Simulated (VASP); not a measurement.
Si, 4 atoms in the cell. It takes space group P6_3/mmc (No. 194, hexagonal). The conventional cell has a = 3.857 Å, b = 3.857 Å, c = 6.347 Å, α = 90.00°, β = 90.00°, γ = 120.00°. Si (site symmetry 3m) has 4 Si at 2.36 to 2.38 Å as nearest neighbours. This isn't the form of Si at room conditions, which is diamond.

| Item | Value |
| --- | --- |
| Program | VASP 6.6.1 |
| Task | relaxation of cell and atoms |
| Functional | PBE |
| Potentials or basis | VASP PAW PBE potentials, release 64 (Si) |
| Cutoff | 300 eV |
| k mesh | 5 × 5 × 2 |
| Occupations | gaussian, width 0.03 eV |
| Spin | no spin polarisation |
| Further INCAR settings | ALGO = Normal; EDIFF = 1e-07; IBRION = 2; EDIFFG = -0.005; NSW = 90; ISIF = 3 |

Potentials or basis: VASP PAW PBE potentials, release 64 (Si).

Run with:

```console
$ cat potpaw_PBE.64/Si/POTCAR > POTCAR
$ mpirun -np 1 vasp_std > vasp.out
```

Hardware: 1 thread of Intel(R) Xeon(R) 6975P-C (Granite Rapids), on a shared host.

**Question.** Estimate the wall time of this run.

**Answer.** It took 3.3 s on 1 thread of Intel(R) Xeon(R) 6975P-C (Granite Rapids), on a shared host, peak memory 0.14 GiB. Counts: scf iterations 14, k points 10, ion steps 1.
